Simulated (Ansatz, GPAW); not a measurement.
This is a calculation of Ru (Ruthenium) for GPAW 26.7.0 (ASE script). 

File run.py:

```python
from ase.dft.bandgap import bandgap
from ase.io import read, write
from ase.units import GPa
from gpaw import GPAW, PW

atoms = read('Ru.xyz')

calc = GPAW(mode=PW(600),
            xc='PBE',
            kpts={'size': (11, 11, 6), 'gamma': True},
            occupations={'name': 'methfessel-paxton', 'order': 0, 'width': 0.020999999999999998},
            nbands=29,
            convergence={'density': 1e-05, 'energy': 1e-05},
            maxiter=150,
            txt='gpaw.txt')
atoms.calc = calc
energy = atoms.get_potential_energy()
forces = atoms.get_forces()
stress = atoms.get_stress()
calc.write('gs.gpw')
write('result.traj', atoms)
print(f'Energy: {energy:.6f} eV')
print('Forces (eV/A):')
print(forces.round(4))
print('Stress (GPa):', (stress / GPa).round(3))
print('Fermi level:', round(calc.get_fermi_level(), 4), 'eV')
print(f'Gap: {bandgap(calc)[0]:.4f} eV, direct: {bandgap(calc, direct=True)[0]:.4f} eV')
```

Contents of Ru.xyz:

```xyz
2
Lattice="2.7058000000 0.0000000000 0.0000000000 -1.3529000000 2.3432915376 0.0000000000 0.0000000000 0.0000000000 4.2819000000" Properties=species:S:1:pos:R:3 pbc="T T T"
Ru     1.3529000001      0.7810971791      3.2114250000
Ru    -0.0000000001      1.5621943585      1.0704750000
```

Potentials or basis: GPAW PAW data sets (gpaw-data 1.2.1), pw.

Run with:

```sh
$ OMP_NUM_THREADS=1 python run.py
```

Q: Translate it to Ansatz 0.2.0. Potentials or basis there: all-electron LAPW, scalar-relativistic.

A: As run (cutoffs and basis follow the program's own potentials, and thresholds, step limits or extra output files can differ):

input.yaml

```yaml
crystal:
  lattice:
    - [2.7058, 0.0, 0.0]
    - [-1.3529, 2.3432915376, 0.0]
    - [0.0, 0.0, 4.2819]
  atoms:
    - { symbol: Ru, position: [0.6666666667, 0.3333333333, 0.75] }
    - { symbol: Ru, position: [0.3333333333, 0.6666666667, 0.25] }
kpoints:
  mp_grid: { grid: [11, 11, 6] }
scf:
  occupations: { method: gaussian, width: 0.021 }
hamiltonian:
  xc: pbe
  pseudopotentials: { kind: all_electron, lapw: { basis_error: 0.001 } }
output:
  forces: true
  stress: true
  eigenvalues: true
```

Potentials or basis: all-electron LAPW, scalar-relativistic.

Launch:

```bash
$ ansatz run input.yaml --threads 1 --pin off --max-ram 3072MiB --backend cpu --events-out ev --progress --plain --runs-dir out
```

Both were run:

|  | GPAW | Ansatz |
| --- | --- | --- |
| Pressure | 3.6 GPa | 4.4 GPa |

Where Ansatz's input types no cutoff or centring, it takes its own default and a Γ-centred mesh.

Pressure is positive in compression.
